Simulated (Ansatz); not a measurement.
# SrO: the cost of one run

Computed with Ansatz 0.2.0 (DFT r2SCAN, scalar-relativistic, plane waves, PAW, unless a step's input says otherwise).

## (1) The system as given

It takes space group Fm-3m (No. 225, cubic). The conventional cell has a = 5.160 Å, b = 5.160 Å, c = 5.160 Å, α = 90.00°, β = 90.00°, γ = 90.00°. Around Sr (site symmetry m-3m) lie 6 O at 2.58 Å. O (site symmetry m-3m) is surrounded by 6 Sr at 2.58 Å.

Coordinates:

```cif
data_structure
_symmetry_space_group_name_H-M 'P 1'
_symmetry_Int_Tables_number 1
_cell_length_a 3.6489
_cell_length_b 3.6489
_cell_length_c 3.6489
_cell_angle_alpha 60.000
_cell_angle_beta 60.000
_cell_angle_gamma 60.000
_cell_volume 34.35
loop_
_atom_site_label
_atom_site_type_symbol
_atom_site_fract_x
_atom_site_fract_y
_atom_site_fract_z
_atom_site_occupancy
Sr1 Sr 0.00000 0.00000 0.00000 1
O1 O 0.50000 0.50000 0.50000 1
```

It is the result of an earlier relaxation at this level (volume 17.18 Å³/atom; gap on the mesh: 3.80 eV).

## (2) Zero of energy

The reference gives a free energy of -4127.0553 eV, pressure -0.03 GPa, largest force 0.000 eV/Å and gap on the mesh 3.80 eV. It was computed beforehand with the settings of the runs below.

## (3) Next: biaxial against axial strain

The cell is strained by p along both x and y and by q along z, with fractional coordinates fixed.

## (4) Point p = -0.030, q = -0.030

Input file input.yaml:

```yaml
crystal:
  lattice:
    - [0.0, 2.5027432598, 2.5027432598]
    - [2.5027432598, 0.0, 2.5027432598]
    - [2.5027432598, 2.5027432598, 0.0]
  atoms:
    - { symbol: Sr, position: [0.0, 0.0, 0.0] }
    - { symbol: O, position: [0.5, 0.5, 0.5] }
basis:
  ecutwfc: 500
kpoints:
  mp_grid: { grid: [8, 8, 8] }
hamiltonian:
  xc: r2scan
scf:
  occupations: { method: gaussian, width: 0.05 }
output:
  forces: true
  stress: true
  eigenvalues: true
```

**Question.** How long does this run take on 1 thread of an Arm CPU, shared host, and how much memory does it need?

About 2.6 s, with a peak of 0.34 GiB.
